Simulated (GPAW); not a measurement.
Al2Pt: relaxation of cell and atoms with PBEsol+D3(BJ)

Al2Pt:

```
Pt Al
1.0
     0.00000    2.95500    2.95500
     2.95500    0.00000    2.95500
     2.95500    2.95500    0.00000
Pt Al
1 2
Direct
  0.00000 0.00000 0.00000
  0.75000 0.75000 0.75000
  0.25000 0.25000 0.25000
```

```json
{"Program": "GPAW 26.7.0", "Task": "relaxation of cell and atoms", "Functional": "PBEsol", "Dispersion": "D3(BJ)", "Potentials or basis": "PAW data sets generated in the run's folder for this functional", "Cutoff": "600 eV", "Basis": "pw", "k mesh": "8 × 8 × 8", "Occupations": "fermi-dirac, width 0.05 eV", "Spin": "no spin polarisation", "Maxiter": "150", "Optimizer": "BFGS", "Fmax": "0.02 eV/Å", "Max steps": "60", "Convergence": "density=1e-05 forces=0.0001"}
```

```json
{"Relaxed volume": "16.67 Å³/atom", "Relaxed cell": "a = 4.135 Å, b = 4.135 Å, c = 4.135 Å, α = 60.00°, β = 60.00°, γ = 60.00°", "Space group after relaxing (to 0.05 Å)": "Fm-3m (No. 225)", "Energy gained by relaxing": "7.1 meV/atom", "Ionic steps": "3", "Pressure after relaxing": "0.1 GPa", "Band gap on the k mesh": "none (metal or under the smearing width)", "Dispersion energy per atom": "-0.417 eV"}
```

Step by step:
| step | energy change (eV) | largest force (eV/Å) | pressure (GPa) | volume (Å³) |
| --- | --- | --- | --- | --- |
| 1 | 0.0000 | 0.0000 | -4.22 | 51.61 |
| 2 | -0.0079 | 0.0000 | -3.38 | 51.27 |
| 3 | -0.0212 | 0.0000 | 0.14 | 50.00 |

Final structure:
```yaml
crystal:
  lattice:
    - [0.00000, 2.92401, 2.92401]
    - [2.92401, 0.00000, 2.92401]
    - [2.92401, 2.92401, 0.00000]
  atoms:
    - { symbol: Pt, position: [0.00000, 0.00000, 0.00000] }
    - { symbol: Al, position: [0.75000, 0.75000, 0.75000] }
    - { symbol: Al, position: [0.25000, 0.25000, 0.25000] }
```

Levels at points of the mesh, in eV from the Fermi level:
| k point | band 9 | band 10 | band 11 | band 12 | band 13 | band 14 |
| --- | --- | --- | --- | --- | --- | --- |
| (0.00, 0.00, 0.00) | -3.83 | 3.25 | 3.86 | 3.86 | 3.86 | 5.60 |
| (0.50, 0.50, 0.00) | -3.48 | -3.31 | -1.64 | -1.64 | 3.38 | 3.38 |
| (0.50, 0.50, 0.50) | -3.59 | -3.59 | 1.05 | 1.05 | 3.82 | 5.28 |

Run time: 57 s on 1 thread of Arm Neoverse V2, on a shared host, peak memory 0.21 GiB.

Caveat: later steps reuse the first step's grids; pairwise dispersion overbinds metals, which lowers pressure and volume. The run has no spin-orbit coupling, so splittings on Pt are missing.
